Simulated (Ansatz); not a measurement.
# C (Fd-3m) in Ansatz: further runs

One crystal, C, is run at these levels: rPW86-PBE; tasks: single point, equation of state.

All numbers are computed with Ansatz 0.2.0; they aren't measurements. Logs are shortened: lines on timing, memory, paths and dates and some standing lists are left out, and cuts for length are marked.

**What was measured.**

From “Equation of state of cubic boron nitride at high pressures and temperatures”, 2007, arxiv:cond-mat/0702656, for a bulk crystal of C: bulk modulus 444.8 ± 0.8 GPa.

How close the calculation comes is told below.

**1. The structure**

Symmetry: Fd-3m, No. 227, cubic system. Conventional cell: a = 3.567 Å, b = 3.567 Å, c = 3.567 Å, α = 90.00°, β = 90.00°, γ = 90.00°. C (site symmetry -43m) has 4 C at 1.54 Å as nearest neighbours.

This isn't the form of C at room conditions, which is graphite.

**2. Single point, rPW86-PBE, 5.33 Å³/atom (volume scaled by 0.94)**

The input, input.yaml:

```yaml
crystal:
  lattice:
    - [0.0, 1.7469644787, 1.7469644787]
    - [1.7469644787, 0.0, 1.7469644787]
    - [1.7469644787, 1.7469644787, 0.0]
  atoms:
    - { symbol: C, position: [0.75, 0.75, 0.75] }
    - { symbol: C, position: [0.5, 0.5, 0.5] }
hamiltonian:
  xc: { exchange: rpw86, correlation: pbe }
  pseudopotentials: { kind: paw }
kpoints:
  mp_grid: { grid: [13, 13, 13] }
scf:
  occupations: { method: fermi_dirac, width: 0.05 }
output:
  forces: true
  stress: true
  eigenvalues: true
```

Potentials or basis: Ansatz PAW.

Run with:

```bash
> ansatz run input.yaml --threads 2 --pin off --max-ram 5120MiB --backend cpu --events-out ev --progress --plain --runs-dir out
```

Log:

```text
Warning: RAYON_NUM_THREADS=2 ignored (pool sized by the plan → 2); use --threads N
Engine: ansatz 0.2.0, x86_64-unknown-linux-gnu
Pseudopotentials: kind: paw
Pseudopotential: C, paw, valence charge 4, recommended cutoff 420 eV (normal), C.paw.azcp
Functional definition: unnamed
  exchange = rpw86_x
  correlation = pbe_c
Crystal: 2 atoms, lattice volume = 10.663 Å³
Basis set: ecut = 420 eV, 181 PW (Γ), exchange–correlation on 36×36×36 points (8 copies of the dense FFT grid, shifted against one another)
Bands: 8, of which v1, the nominal top of the filled ones, is band 4 counted from 1 (3 counted from 0)
Symmetry: 48 space group operations
Space group: Fd-3m (ITA 227), of the structure as read, at distance tolerance 2.2e-5 Å
k-points: 84 of 2197
Non-local potential: C, projectors of the file, l = 0: 2, l = 1: 2, l = 2: 1
PAW form: soft (Blöchl's): semilocal exchange-correlation on the pseudo side does not see the compensation charge
PAW frozen core: C, regenerated for the run's functional, and the local potential with it (the file was generated under x = pbe(κ = 0.804, μ = 0.2195149727645171), c = pbe(β = 0.06672455060314922))
PAW one-centre angular grid: C, 110 points (default); XC on 64 Gauss nodes
Initial density: superposition of atomic densities (neutral atoms: chi_scale 0, normalization atom), corrected by the library's trained network
Initial wavefunctions: pseudopotential atomic-orbital guess
Functional: x = rpw86, c = pbe(β = 0.06672455060314922)
SCF iter   1: F=—  HF=-508.422176 eV  |F-HF|=—  |Δ(HF+E_count)|=         —  Δρ=1.19e-2  dr2=1.13e-2  ethr=1.77e-3  ⟨swp⟩=4.7  Hψ=4353  notcnv=0
preconditioner: auto → none  [insulator: Δε(μ)=4.650 eV  Ē_g=20.577 eV  σ=0.050 eV  W_gap=1.00  n_scr=0 (ndim 8)  ℏωp=32.2 eV  f_vac=0.000  D(μ)=0.00/eV (n_scr^D=0)  ε∞_Penn≈3.4]
SCF iter   2: F=—  HF=-508.418130 eV  |F-HF|=—  |Δ(HF+E_count)|=   4.05e-3  Δρ=4.29e-3  dr2=1.48e-3  ethr=1.41e-4  ⟨swp⟩=2.0  Hψ=1592  notcnv=0
SCF iter   3: F=—  HF=-508.417615 eV  |F-HF|=—  |Δ(HF+E_count)|=   5.15e-4  Δρ=2.92e-4  dr2=1.68e-6  ethr=1.86e-5  ⟨swp⟩=2.7  Hψ=1052  notcnv=0
SCF iter   4: F=—  HF=-508.417622 eV  |F-HF|=—  |Δ(HF+E_count)|=   6.50e-6  Δρ=3.20e-5  dr2=7.04e-8  ethr=2.10e-8  ⟨swp⟩=2.1  Hψ=991  notcnv=0
iter 5 did not close the SCF: its close was put off for the readings that it lacked (scf_convergence_deferred on its scf_iter line)
SCF iter   5: F=-508.417622 eV  HF=-508.417622 eV  |F-HF|=1.80e-10  |Δ(HF+E_count)|=   1.30e-8  Δρ=1.74e-6  dr2=1.38e-10  ethr=8.80e-10  ⟨swp⟩=2.7  Hψ=1017  notcnv=0
SCF iter   6: F=-508.417622 eV  HF=-508.417622 eV  |F-HF|=3.41e-13  |Δ(HF+E_count)|=  1.93e-10  Δρ=8.56e-8  dr2=3.72e-13  ethr=1.73e-12  ⟨swp⟩=1.4  Hψ=2435  notcnv=0
SCF 1 converged in 6 iterations: F = -508.417622 eV  dr2 = 3.72e-13
SCF converged after 6 iterations
Free energy (F): -508.417622 eV
Harris-Foulkes:  -508.417622 eV  (|F-HF|=3.41e-13)
Internal energy: -508.417622 eV  (E = F + TS)
E sigma→0 (E₀):  -508.417622 eV
Fermi energy:    16.681931 eV
--- Per-component energies (eV) ---
  E_band       = 41.359845
  E_kinetic    = 190.316435
  E_local      = -120.969377  (includes V_loc(G=0)·N_el)
  E_nonlocal   = 55.358051
  E_hartree    = 26.853578
  E_xc         = -99.279284
  E_vxc        = -122.788311  (∫ρ·V_xc dr)
  E_paw        = -205.475775  (= ΣΔE_a)
  E_vpaw       = -14.264118  (= ΣTr[D̂ρ^β])
  E_aug_tail   = 0.000012  (compensation charges beyond the density's cutoff)
  E_ewald      = -355.212636
  E_core_change = -0.008627  (= ΣΔE_core)
  E_smearing   = -0.000000  (= −TS)
  E_closure    = -0.000000  (closes the sum)
  Σ components = -508.417622   (vs F -508.417622, Δ=0.00e0)
--- Forces (eV/Å), atoms counted from 1 ---
  atom   1  C      0.00000000    -0.00000000     0.00000000
  atom   2  C     -0.00000000     0.00000000    -0.00000000
  max |Σ_I F_I| component: 1.11e-16 eV/Å
--- Stress (GPa, compression-positive) ---
       39.758128      -0.000000      -0.000000
       -0.000000      39.758128      -0.000000
        0.000000      -0.000000      39.758128
  P = ⅓ Tr σ = 39.7581 GPa (397.581 kbar)
--- Band table (eV; the first three rows and the last of 84) ---
  k-point 0: bands = ["-7.6899", "14.4199", "14.4199", "14.4199", "20.2908", "20.2908", "20.2908", "29.2084"]
  k-point 1: bands = ["-7.5202", "13.3258", "14.1277", "14.1277", "20.6730", "20.6730", "20.9709", "29.3120"]
  k-point 2: bands = ["-7.0129", "10.9937", "13.4693", "13.4693", "21.5413", "21.5413", "22.1347", "29.6111"]
  k-point 83: bands = ["1.3593", "2.8530", "5.4074", "6.4184", "25.1411", "25.2871", "27.3765", "28.6359"]
```

Run time: 0.65 s. Hardware: 2 threads of Intel Xeon Platinum 8259CL at 2.50GHz (Skylake/Cascade Lake), shared host; peak memory 0.49 GiB.

What came out:

```
Free energy            : -508.4176 eV
Pressure               : 39.8 GPa
Band gap on the k mesh : 4.58 eV, indirect (least direct gap 5.87 eV)
```

Caveat: odd divisions of the mesh miss points on the zone boundary, where band edges often lie, so the gap on the mesh can be too wide; the pressure holds a Pulay correction of +1.1 GPa for the finite cutoff; the PAW data sets come from PBE, with cores solved anew for the run's functional, which leaves a small shift of forces and pressure.

**3. Single point, rPW86-PBE, 5.44 Å³/atom (volume scaled by 0.96)**

input.yaml: that of step 2 with these lines changed.

```diff
@@ -2,5 +2,5 @@
   lattice:
-    - [0.0, 1.7469644787, 1.7469644787]
-    - [1.7469644787, 0.0, 1.7469644787]
-    - [1.7469644787, 1.7469644787, 0.0]
+    - [0.0, 1.7592674508, 1.7592674508]
+    - [1.7592674508, 0.0, 1.7592674508]
+    - [1.7592674508, 1.7592674508, 0.0]
   atoms:
@@ -19 +19,5 @@
   eigenvalues: true
+  write_density: true
+  write_potential: true
+  elf: true
+  volumetric_format: npy
```

Potentials or basis: Ansatz PAW.

Run with:

```bash
> ansatz run input.yaml --threads 2 --pin off --max-ram 5120MiB --backend cpu --events-out ev --progress --plain --runs-dir out
```

Wall time 0.86 s (2 threads of Intel Xeon Platinum 8259CL at 2.50GHz (Skylake/Cascade Lake), shared host); peak memory 0.5 GiB.

The run converged. Its results:

| Item | Value |
| --- | --- |
| Free energy | -508.4659 eV |
| Pressure | 28.5 GPa |
| Band gap on the k mesh | 4.52 eV, indirect (least direct gap 5.81 eV) |

Caveat: odd divisions of the mesh miss points on the zone boundary, where band edges often lie, so the gap on the mesh can be too wide; the pressure holds a Pulay correction of +1.2 GPa for the finite cutoff; the PAW data sets come from PBE, with cores solved anew for the run's functional, which leaves a small shift of forces and pressure.

**4. Single point, rPW86-PBE, 5.56 Å³/atom (volume scaled by 0.98)**

The input, input.yaml:

```yaml
crystal:
  lattice:
    - [0.0, 1.7714007132, 1.7714007132]
    - [1.7714007132, 0.0, 1.7714007132]
    - [1.7714007132, 1.7714007132, 0.0]
  atoms:
    - { symbol: C, position: [0.75, 0.75, 0.75] }
    - { symbol: C, position: [0.5, 0.5, 0.5] }
hamiltonian:
  xc: { exchange: rpw86, correlation: pbe }
  pseudopotentials: { kind: paw }
kpoints:
  mp_grid: { grid: [13, 13, 13] }
scf:
  occupations: { method: fermi_dirac, width: 0.05 }
output:
  forces: true
  stress: true
  eigenvalues: true
```

Run with:

```bash
> ansatz run input.yaml --threads 2 --pin off --max-ram 5120MiB --backend cpu --events-out ev --progress --plain --runs-dir out
```

Wall time 0.75 s (2 threads of Intel Xeon Platinum 8259CL at 2.50GHz (Skylake/Cascade Lake), shared host); peak memory 0.49 GiB.

The run converged. Its results:

| Quantity | Value |
| --- | --- |
| Free energy | -508.4987 eV |
| Pressure | 18.2 GPa |
| Band gap on the k mesh | 4.48 eV, indirect (least direct gap 5.75 eV) |

Caveat: odd divisions of the mesh miss points on the zone boundary, where band edges often lie, so the gap on the mesh can be too wide; the pressure holds a Pulay correction of +1.2 GPa for the finite cutoff; the PAW data sets come from PBE, with cores solved anew for the run's functional, which leaves a small shift of forces and pressure.

**5. Single point, rPW86-PBE, 5.67 Å³/atom**

input.yaml: that of step 4 with these lines changed.

```diff
@@ -2,5 +2,5 @@
   lattice:
-    - [0.0, 1.7714007132, 1.7714007132]
-    - [1.7714007132, 0.0, 1.7714007132]
-    - [1.7714007132, 1.7714007132, 0.0]
+    - [0.0, 1.78337, 1.78337]
+    - [1.78337, 0.0, 1.78337]
+    - [1.78337, 1.78337, 0.0]
   atoms:
```

Run with:

```bash
> ansatz run input.yaml --threads 2 --pin off --max-ram 5120MiB --backend cpu --events-out ev --progress --plain --runs-dir out
```

Run time: 0.61 s. Hardware: 2 threads of Intel Xeon Platinum 8259CL at 2.50GHz (Skylake/Cascade Lake), shared host; peak memory 0.49 GiB.

Results (log left out):

```
Free energy            : -508.5178 eV
Pressure               : 8.8 GPa
Band gap on the k mesh : 4.43 eV, indirect (least direct gap 5.70 eV)
```

Caveat: odd divisions of the mesh miss points on the zone boundary, where band edges often lie, so the gap on the mesh can be too wide; the pressure holds a Pulay correction of +1.2 GPa for the finite cutoff; the PAW data sets come from PBE, with cores solved anew for the run's functional, which leaves a small shift of forces and pressure.

**6. Single point, rPW86-PBE, 5.79 Å³/atom (volume scaled by 1.02)**

input.yaml: that of step 5 with these lines changed.

```diff
@@ -2,5 +2,5 @@
   lattice:
-    - [0.0, 1.78337, 1.78337]
-    - [1.78337, 0.0, 1.78337]
-    - [1.78337, 1.78337, 0.0]
+    - [0.0, 1.7951807415, 1.7951807415]
+    - [1.7951807415, 0.0, 1.7951807415]
+    - [1.7951807415, 1.7951807415, 0.0]
   atoms:
@@ -19 +19,5 @@
   eigenvalues: true
+  write_density: true
+  write_potential: true
+  elf: true
+  volumetric_format: npy
```

Potentials or basis: Ansatz PAW.

Run with:

```bash
> ansatz run input.yaml --threads 2 --pin off --max-ram 5120MiB --backend cpu --events-out ev --progress --plain --runs-dir out
```

Wall time 1 s (2 threads of Intel Xeon Platinum 8259CL at 2.50GHz (Skylake/Cascade Lake), shared host); peak memory 0.5 GiB.

The run converged. Its results:

```
Free energy            : -508.5241 eV
Pressure               : 0.3 GPa
Band gap on the k mesh : 4.38 eV, indirect (least direct gap 5.64 eV)
```

Caveat: odd divisions of the mesh miss points on the zone boundary, where band edges often lie, so the gap on the mesh can be too wide; the pressure holds a Pulay correction of +1.2 GPa for the finite cutoff; the PAW data sets come from PBE, with cores solved anew for the run's functional, which leaves a small shift of forces and pressure.

**7. Single point, rPW86-PBE, 5.90 Å³/atom (volume scaled by 1.04)**

The input, input.yaml:

```yaml
crystal:
  lattice:
    - [0.0, 1.806838086, 1.806838086]
    - [1.806838086, 0.0, 1.806838086]
    - [1.806838086, 1.806838086, 0.0]
  atoms:
    - { symbol: C, position: [0.75, 0.75, 0.75] }
    - { symbol: C, position: [0.5, 0.5, 0.5] }
hamiltonian:
  xc: { exchange: rpw86, correlation: pbe }
  pseudopotentials: { kind: paw }
kpoints:
  mp_grid: { grid: [13, 13, 13] }
scf:
  occupations: { method: fermi_dirac, width: 0.05 }
output:
  forces: true
  stress: true
  eigenvalues: true
```

Run with:

```bash
> ansatz run input.yaml --threads 2 --pin off --max-ram 5120MiB --backend cpu --events-out ev --progress --plain --runs-dir out
```

Wall time 0.69 s (2 threads of Intel Xeon Platinum 8259CL at 2.50GHz (Skylake/Cascade Lake), shared host); peak memory 0.49 GiB.

The run converged. Its results:

```yaml
Free_energy: -508.5189 eV
Pressure: -7.5 GPa
Band_gap_on_the_k_mesh: 4.34 eV, indirect (least direct gap 5.59 eV)
```

Caveat: odd divisions of the mesh miss points on the zone boundary, where band edges often lie, so the gap on the mesh can be too wide; the pressure holds a Pulay correction of +1.2 GPa for the finite cutoff; the PAW data sets come from PBE, with cores solved anew for the run's functional, which leaves a small shift of forces and pressure.

**8. Single point, rPW86-PBE, 6.01 Å³/atom (volume scaled by 1.06)**

input.yaml: that of step 7 with these lines changed.

```diff
@@ -2,5 +2,5 @@
   lattice:
-    - [0.0, 1.806838086, 1.806838086]
-    - [1.806838086, 0.0, 1.806838086]
-    - [1.806838086, 1.806838086, 0.0]
+    - [0.0, 1.8183469191, 1.8183469191]
+    - [1.8183469191, 0.0, 1.8183469191]
+    - [1.8183469191, 1.8183469191, 0.0]
   atoms:
```

Run with:

```bash
> ansatz run input.yaml --threads 2 --pin off --max-ram 5120MiB --backend cpu --events-out ev --progress --plain --runs-dir out
```

Wall time 0.82 s (2 threads of Intel Xeon Platinum 8259CL at 2.50GHz (Skylake/Cascade Lake), shared host); peak memory 0.49 GiB.

It converged, with:

- Free energy: -508.5031 eV
- Pressure: -14.6 GPa
- Band gap on the k mesh: 4.29 eV, indirect (least direct gap 5.54 eV)

Caveat: odd divisions of the mesh miss points on the zone boundary, where band edges often lie, so the gap on the mesh can be too wide; the pressure holds a Pulay correction of +1.2 GPa for the finite cutoff; the PAW data sets come from PBE, with cores solved anew for the run's functional, which leaves a small shift of forces and pressure.

**9. Equation of state, rPW86-PBE**

Potentials or basis: Ansatz PAW.

This step only gathers the single runs of the series.

Results:

```yaml
Equilibrium_volume: 5.79 Å³/atom
Bulk_modulus: 416 GPa
Pressure_derivative_of_the_bulk_modulus: 3.7
```

Energy against volume, from the lowest point:
```csv
volume (Å³/atom),energy (meV/atom)
5.332,53.26
5.445,29.14
5.558,12.71
5.672,3.16
5.785,0.00
5.899,2.61
6.012,10.52
```

Caveat: the potentials were made for another functional, which shifts forces and pressure.

**10. How close it comes**

Step 9. A measured bulk modulus of C is 444.8 GPa (quoted in “Equation of state of cubic boron nitride at high pressures and temperatures”, 2007, arxiv:cond-mat/0702656); the calculated 416 GPa misses it by -6.5 %. 3 values of this kind are on record (442 to 444.8 GPa); this one was drawn at random among those near their median, those with a stated uncertainty first. The fit is for a static lattice scaled at fixed shape and fixed fractional positions. The cell as given is a measured one (5.67 Å³/atom); rPW86-PBE puts the equilibrium volume +2.1 % from it, thermal expansion not counted.
